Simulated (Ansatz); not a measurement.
SrCl2:

```xyz
3
Lattice="0.0000 3.4884 3.4884 3.4884 0.0000 3.4884 3.4884 3.4884 0.0000" Properties=species:S:1:pos:R:3 pbc="T T T"
Sr    0.0000    0.0000    0.0000
Cl    5.2325    5.2325    5.2325
Cl    1.7442    1.7442    1.7442
```

Base run:

| Item | Value |
| --- | --- |
| Program | Ansatz 0.2.0 |
| Functional | r2SCAN0 |
| Potentials or basis | Ansatz PAW |
| Cutoff | 500 eV (not typed: the program's choice for these potentials) |
| k mesh | 4 × 4 × 4 |
| Occupations | fermi-dirac, width 0.05 eV |
| Spin | no spin polarisation |

Its results: band gap on the k mesh 7.67 eV, indirect (least direct gap 7.83 eV); pressure 0.0 GPa.

Problem. The run is repeated on the same cell with these changes: functional from r2SCAN0 to r2SCAN. What comes out?

Solution. Band gap on the k mesh 5.97 eV, indirect (least direct gap 5.99 eV); pressure 0.3 GPa.

r2SCAN0 gives the wider gap, since exact exchange removes part of the self-interaction.

Caveats: the PAW data sets come from PBE, with cores solved anew for the run's functional, which leaves a small shift of forces and pressure; the density of states is complete only up to the lowest level of the last band computed; the thresholds are loose for stress (some runs).

A k mesh can miss the band edges.
